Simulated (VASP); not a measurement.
# AlN (F-43m) in VASP: a series of runs

One crystal, AlN, is run at these levels: PBEsol, r2SCAN, TB-mBJ; tasks: band structure.

Everything below comes from runs of VASP 6.6.1. Logs are shortened: lines on timing, memory, paths and dates and some standing lists are left out, and cuts for length are marked.

### 1 The crystal as given

The structure is cubic, space group F-43m (No. 216). The conventional cell has a = 4.377 Å, b = 4.377 Å, c = 4.377 Å, α = 90.00°, β = 90.00°, γ = 90.00°. Al (site symmetry -43m) is surrounded by 4 N at 1.90 Å. Around N (site symmetry -43m) lie 4 Al at 1.90 Å.

Measurements of this composition are mostly on another form, of space group No. 186.

### 2 Band structure, PBEsol

The input, INCAR:

```
SYSTEM = AlN
PREC = Accurate
ENCUT = 520
EDIFF = 1E-6
ISMEAR = 0
SIGMA = 0.02
LREAL = .FALSE.
LASPH = .TRUE.
NELM = 80
ALGO = Normal
ISIF = 2
LWAVE = .FALSE.
LCHARG = .FALSE.
GGA = PS
NBANDS = 11
```

The input, KPOINTS:

```
regular mesh
0
G
  10 10 10
  0 0 0
```

The input, POSCAR:

```
AlN
1.0
    0.0000000000      2.1882900000      2.1882900000
    2.1882900000      0.0000000000      2.1882900000
    2.1882900000      2.1882900000      0.0000000000
Al N
1 1
Direct
    0.0000000000      0.0000000000      0.0000000000
    0.2500000000      0.2500000000      0.2500000000
```

The input, KPOINTS_OPT:

```
path GXWKGLUWLK,UX
15
line-mode
reciprocal
 0.0000000000  0.0000000000  0.0000000000  G
 0.5000000000  0.0000000000  0.5000000000  X

 0.5000000000  0.0000000000  0.5000000000  X
 0.5000000000  0.2500000000  0.7500000000  W

 0.5000000000  0.2500000000  0.7500000000  W
 0.3750000000  0.3750000000  0.7500000000  K

 0.3750000000  0.3750000000  0.7500000000  K
 0.0000000000  0.0000000000  0.0000000000  G

 0.0000000000  0.0000000000  0.0000000000  G
 0.5000000000  0.5000000000  0.5000000000  L

 0.5000000000  0.5000000000  0.5000000000  L
 0.6250000000  0.2500000000  0.6250000000  U

 0.6250000000  0.2500000000  0.6250000000  U
 0.5000000000  0.2500000000  0.7500000000  W

 0.5000000000  0.2500000000  0.7500000000  W
 0.5000000000  0.5000000000  0.5000000000  L

 0.5000000000  0.5000000000  0.5000000000  L
 0.3750000000  0.3750000000  0.7500000000  K

 0.6250000000  0.2500000000  0.6250000000  U
 0.5000000000  0.0000000000  0.5000000000  X
```

Potentials or basis: VASP PAW PBE potentials, release 64 (Al, N).

The run is started by

```
> cat potpaw_PBE.64/Al/POTCAR potpaw_PBE.64/N/POTCAR > POTCAR
> mpirun -np 1 vasp_std > vasp.out
```

OUTCAR:

```text
SYSTEM = AlN
   PREC = Accurate
   ENCUT = 520
   EDIFF = 1E-6
   ISMEAR = 0
   LREAL = .FALSE.
   LASPH = .TRUE.
   NELM = 80
   ISIF = 2
   GGA = PS

 ion  position               nearest neighbor table
   1  0.000  0.000  0.000-   2 1.90   2 1.90   2 1.90   2 1.90
   2  0.250  0.250  0.250-   1 1.90   1 1.90   1 1.90   1 1.90

  LATTYP: Found a face centered cubic cell.
 ALAT       =     4.3765800000

  Lattice vectors:

 A1 = (   0.0000000000,   2.1882900000,   2.1882900000)
 A2 = (   2.1882900000,   0.0000000000,   2.1882900000)
 A3 = (   2.1882900000,   2.1882900000,   0.0000000000)

Analysis of symmetry for initial positions (statically):
=====================================================================
 Subroutine PRICEL returns:
 Original cell was already a primitive cell.

 Routine SETGRP: Setting up the symmetry group for a
 face centered cubic supercell.

 Subroutine GETGRP returns: Found 24 space group operations
 (whereof 24 operations were pure point group operations)
 out of a pool of 48 trial point group operations.

The static configuration has the point symmetry T_d .

Analysis of symmetry for dynamics (positions and initial velocities):
=====================================================================
 Subroutine PRICEL returns:
 Original cell was already a primitive cell.

 Routine SETGRP: Setting up the symmetry group for a
 face centered cubic supercell.

 Subroutine GETGRP returns: Found 24 space group operations
 (whereof 24 operations were pure point group operations)
 out of a pool of 48 trial point group operations.

The dynamic configuration has the point symmetry T_d .

 Subroutine INISYM returns: Found 24 space group operations
 (whereof 24 operations are pure point group operations),
 and found     1 'primitive' translations

----------------------------------------------------------------------------------------

                                     Primitive cell

  volume of cell :      20.9577

  direct lattice vectors                    reciprocal lattice vectors
     0.000000000  2.188290000  2.188290000    -0.228488911  0.228488911  0.228488911
     2.188290000  0.000000000  2.188290000     0.228488911 -0.228488911  0.228488911
     2.188290000  2.188290000  0.000000000     0.228488911  0.228488911 -0.228488911

  length of vectors
     3.094709396  3.094709396  3.094709396     0.395754404  0.395754404  0.395754404

  position of ions in fractional coordinates (direct lattice)
     0.000000000  0.000000000  0.000000000
     0.250000000  0.250000000  0.250000000

  ion indices of the primitive-cell ions
   primitive index   ion index
                 1           1
                 2           2

----------------------------------------------------------------------------------------

 KPOINTS: regular mesh

Automatic generation of k-mesh.
 Grid dimensions read from file:
 generate k-points for:   10   10   10

 Generating k-lattice:

  Cartesian coordinates                     Fractional coordinates (reciprocal lattice)
    -0.022848891  0.022848891  0.022848891     0.100000000  0.000000000  0.000000000
     0.022848891 -0.022848891  0.022848891     0.000000000  0.100000000  0.000000000
     0.022848891  0.022848891 -0.022848891     0.000000000  0.000000000  0.100000000

  Length of vectors
     0.039575440  0.039575440  0.039575440

  Shift w.r.t. Gamma in fractional coordinates (k-lattice)
     0.000000000  0.000000000  0.000000000

 Subroutine IBZKPT returns following result:
 ===========================================

 Found     47 irreducible k-points:

 Following reciprocal coordinates:
            Coordinates               Weight
  0.000000  0.000000  0.000000      1.000000
  0.100000  0.000000  0.000000      8.000000
  0.200000  0.000000  0.000000      8.000000
  0.300000  0.000000  0.000000      8.000000
  0.400000  0.000000  0.000000      8.000000
  0.500000  0.000000  0.000000      4.000000
[... 16 lines left out ...]
  0.300000  0.300000  0.000000      6.000000
  0.400000  0.300000  0.000000     24.000000
 [... further k-points ...]
   k-points           NKPTS =     47   k-points in BZ     NKDIM =     47   number of bands    NBANDS=     11
   number of dos      NEDOS =    301   number of ions     NIONS =      2
   total plane-waves  NPLWV =  13824
   dimension x,y,z NGX =    24 NGY =   24 NGZ =   24
   dimension x,y,z NGXF=    48 NGYF=   48 NGZF=   48
   ions per type =               1   1
   NGX,Y,Z   is equivalent  to a cutoff of  12.89, 12.89, 12.89 a.u.
   NGXF,Y,Z  is equivalent  to a cutoff of  25.79, 25.79, 25.79 a.u.
 SYSTEM =  AlN
   PREC   = accura    normal or accurate (medium, high low for compatibility)
   ISTART =      0    job   : 0-new  1-cont  2-samecut
   ICHARG =      2    charge: 1-file 2-atom 10-const
   ISPIN  =      1    spin polarized calculation?
   LNONCOLLINEAR =      F non collinear calculations
   LSORBIT =      F    spin-orbit coupling
   LASPH  =      T    aspherical Exc in radial PAW
   ENCUT  =  520.0 eV  38.22 Ry    6.18 a.u.   5.75  5.75  5.75*2*pi/ulx,y,z
   NELM   =     80;   NELMIN=  2; NELMDL= -5     # of ELM steps
   EDIFF  = 0.1E-05   stopping-criterion for ELM
   LREAL  =      F    real-space projection
   EDIFFG = 0.1E-04   stopping-criterion for IOM
   NSW    =      0    number of steps for IOM
   IBRION =     -1    ionic relax: 0-MD 1-quasi-New 2-CG
   NFREE  =      0    steps in history (QN), initial steepest desc. (CG)
   ISIF   =      2    stress and relaxation
   ISYM   =      2    0-nonsym 1-usesym 2-fastsym
   POTIM  = 0.5000    time-step for ionic-motion
   TEBEG  =    0.0;   TEEND  =   0.0 temperature during run
   PSTRESS=    0.0 pullay stress
   NELECT =       8.0000    total number of electrons
   NUPDOWN=      -1.0000    fix difference up-down
   EMIN   =  10.00;   EMAX   =-10.00  energy-range for DOS
   EFERMI =   0.00;   METHOD = LEGACY
   ISMEAR =     0;   SIGMA  =   0.02  broadening in eV -4-tet -1-fermi 0-gaus
   EFERMI_NEDOS =   21; number of points for ismear=-14 and -15
   IALGO  =     38    algorithm
   IMIX   =      4    mixing-type and parameters
     AMIX     =   0.40;   BMIX     =  1.00
     AMIX_MAG =   1.60;   BMIX_MAG =  1.00
  volume/ion in A,a.u.               =      10.48        70.71
  Fermi-wavevector in a.u.,A,eV,Ry     =   1.187563  2.244168 19.188373  1.410306
  Thomas-Fermi vector in A             =   2.323711
   LORBIT       =      0    0 simple, 1 ext, 2 COOP (PROOUT), +10 PAW based schemes
   GGA     = PS    functional components
   LHFCALC =     F    Hartree Fock is set to
   AEXX    =    0.0000 exact exchange contribution
   IVDW    =     0    specifies the selected vdW correction
   LEPSILON=     F    determine dielectric tensor
   LRPA    =     F    only Hartree local field effects (RPA)
 non-spin polarized calculation
 Gauss-broadening in eV      SIGMA  =   0.02
  energy-cutoff  :      520.00
  volume of cell :       20.96
 maximum number of plane-waves:       588
   NGX = 11   NGY = 11   NGZ = 11

 number of electron       8.0000000 magnetization

 Free energy of the ion-electron system (eV)
  ---------------------------------------------------
  ext. energy  EPLUGINS =         0.00000000
  ---------------------------------------------------
  free energy    TOTEN  =       -15.61136182 eV

  energy without entropy =      -15.61136182  energy(sigma->0) =      -15.61136182

 E-fermi :   5.9395     XC(G=0): -11.1034

 val. band max:        5.8227096573   @ k =   0.0000   0.0000   0.0000
 cond. band min:       9.0067570922   @ k =   0.5000   0.5000   0.0000
 fundamental gap:      3.1840474349
 Fermi energy:         5.9394879257

 k-point     1 :       0.0000    0.0000    0.0000
  band No.  band energies     occupation
      1      -9.1012      2.00000
      2       5.8227      2.00000
      3       5.8227      2.00000
      4       5.8227      2.00000
      5       9.9037      0.00000
      6      18.2337      0.00000
      7      18.2337      0.00000
      8      18.2337      0.00000
      9      23.3631      0.00000
     10      23.3631      0.00000
     11      24.7041      0.00000

 k-point     2 :       0.1000    0.0000    0.0000
  band No.  band energies     occupation
      1      -8.9543      2.00000
      2       5.0024      2.00000
      3       5.7708      2.00000
      4       5.7708      2.00000
      5      10.5693      0.00000
      6      17.8431      0.00000
      7      18.3673      0.00000
      8      18.3673      0.00000
      9      22.0917      0.00000
     10      22.0917      0.00000
     11      23.8975      0.00000

 k-point     3 :       0.2000    0.0000    0.0000
  band No.  band energies     occupation
      1      -8.5355      2.00000
      2       3.3903      2.00000
      3       5.6415      2.00000
      4       5.6415      2.00000
      5      11.6895      0.00000
      6      17.0419      0.00000
      7      18.2968      0.00000
      8      18.2968      0.00000
      9      21.5584      0.00000
     10      21.5584      0.00000
     11      23.0265      0.00000

 k-point     4 :       0.3000    0.0000    0.0000
  band No.  band energies     occupation
      1      -7.9257      2.00000
      2       1.7391      2.00000
      3       5.4935      2.00000
      4       5.4935      2.00000
      5      12.5193      0.00000
      6      16.2868      0.00000
      7      17.6366      0.00000
      8      17.6366      0.00000
      9      22.6109      0.00000
     10      22.6109      0.00000
     11      22.8382      0.00000
[... 239 lines left out ...]
 k-point    22 :      -0.2000    0.2000    0.0000
  band No.  band energies     occupation
      1      -7.7255      2.00000
      2       2.0439      2.00000
      3       4.1190      2.00000
      4       5.5679      2.00000
      5      13.2633      0.00000
      6      15.6288      0.00000
      7      17.0700      0.00000
      8      18.1759      0.00000
      9      20.6333      0.00000
     10      24.0629      0.00000
     11      26.9735      0.00000

 k-point    23 :       0.3000    0.3000    0.0000
  band No.  band energies     occupation
      1      -7.5474      2.00000
      2       2.2905      2.00000
      3       4.5761      2.00000
      4       4.5761      2.00000
      5      11.0252      0.00000
      6      15.3590      0.00000
      7      17.5553      0.00000
      8      20.1602      0.00000
      9      20.1602      0.00000
     10      26.0436      0.00000
     11      29.3833      0.00000

 k-point    24 :       0.4000    0.3000    0.0000
  band No.  band energies     occupation
      1      -7.0797      2.00000
      2       1.6537      2.00000
      3       4.1091      2.00000
      4       4.4120      2.00000
      5      10.6090      0.00000
      6      15.1917      0.00000
      7      17.9259      0.00000
      8      20.2457      0.00000
      9      20.7491      0.00000
     10      26.9527      0.00000
     11      29.1834      0.00000

 [... further k-points ...]
[... 5 lines left out ...]
  --------------------------------------------------------------------------------------
  -------------------------------------------------------------------------------------
  Total        0.0155364      0.0155364      0.0155364      0.0000000      0.0000000      0.0000000
  in kB        1.1877259      1.1877259      1.1877259      0.0000000      0.0000000      0.0000000
  external PRESSURE =       1.1877259 kB  Pullay stress =       0.0000000 kB

 VOLUME and BASIS-vectors are now :
 -----------------------------------------------------------------------------
  energy-cutoff  :      520.00
  volume of cell :       20.96
      direct lattice vectors                 reciprocal lattice vectors
     0.000000000  2.188290000  2.188290000    -0.228488911  0.228488911  0.228488911
     2.188290000  0.000000000  2.188290000     0.228488911 -0.228488911  0.228488911
     2.188290000  2.188290000  0.000000000     0.228488911  0.228488911 -0.228488911

 POSITION                                       TOTAL-FORCE (eV/Angst)
 -----------------------------------------------------------------------------------
      0.00000      0.00000      0.00000        -0.000000     -0.000000     -0.000000
      1.09414      1.09414      1.09414         0.000000      0.000000      0.000000
 -----------------------------------------------------------------------------------
    total drift:                                0.000000      0.000000      0.000000

  FREE ENERGIE OF THE ION-ELECTRON SYSTEM (eV)
  ---------------------------------------------------
  free  energy   TOTEN  =       -15.6113618219 eV

  energy  without entropy=      -15.6113618219  energy(sigma->0) =      -15.61136182
```

Wall time 16 s (1 thread of Intel Xeon Platinum 8259CL at 2.50GHz (Skylake/Cascade Lake), shared host); peak memory 0.14 GiB.

What came out:

```yaml
Free_energy: -15.6114 eV
Pressure: 0.1 GPa
Band_gap_on_the_k_mesh: 3.18 eV, indirect (least direct gap 4.08 eV)
Band_gap_along_the_path: 3.18 eV, indirect (least direct gap 4.08 eV)
```

Levels at the corners of the path, in eV from the valence-band top:
| point | band 2 | band 3 | band 4 | band 5 | band 6 | band 7 |
| --- | --- | --- | --- | --- | --- | --- |
| Γ | 0.00 | 0.00 | 0.00 | 4.08 | 12.41 | 12.41 |
| X | -4.93 | -1.78 | -1.78 | 3.18 | 8.45 | 13.79 |
| X | -4.93 | -1.78 | -1.78 | 3.18 | 8.45 | 13.79 |
| W | -3.79 | -3.47 | -2.72 | 5.93 | 11.24 | 11.82 |
| W | -3.79 | -3.47 | -2.72 | 5.93 | 11.24 | 11.82 |
| K | -4.28 | -3.66 | -1.38 | 5.03 | 9.95 | 12.93 |
| K | -4.28 | -3.66 | -1.38 | 5.03 | 9.95 | 12.93 |
| Γ | 0.00 | 0.00 | 0.00 | 4.08 | 12.41 | 12.41 |
| Γ | 0.00 | 0.00 | 0.00 | 4.08 | 12.41 | 12.41 |
| L | -5.89 | -0.48 | -0.48 | 7.23 | 9.73 | 11.00 |
| L | -5.89 | -0.48 | -0.48 | 7.23 | 9.73 | 11.00 |
| U | -4.28 | -3.66 | -1.38 | 5.03 | 9.95 | 12.93 |
| U | -4.28 | -3.66 | -1.38 | 5.03 | 9.95 | 12.93 |
| W | -3.79 | -3.47 | -2.72 | 5.93 | 11.24 | 11.82 |
| W | -3.79 | -3.47 | -2.72 | 5.93 | 11.24 | 11.82 |
| L | -5.89 | -0.48 | -0.48 | 7.23 | 9.73 | 11.00 |
| L | -5.89 | -0.48 | -0.48 | 7.23 | 9.73 | 11.00 |
| K | -4.28 | -3.66 | -1.38 | 5.03 | 9.95 | 12.93 |
| U | -4.28 | -3.66 | -1.38 | 5.03 | 9.95 | 12.93 |
| X | -4.93 | -1.78 | -1.78 | 3.18 | 8.45 | 13.79 |

Caveat: the PAW data sets were made with another functional, which shifts forces and pressure a little. As with any semilocal functional, this PBEsol gap is likely too small.

[end of part 1 of 2]
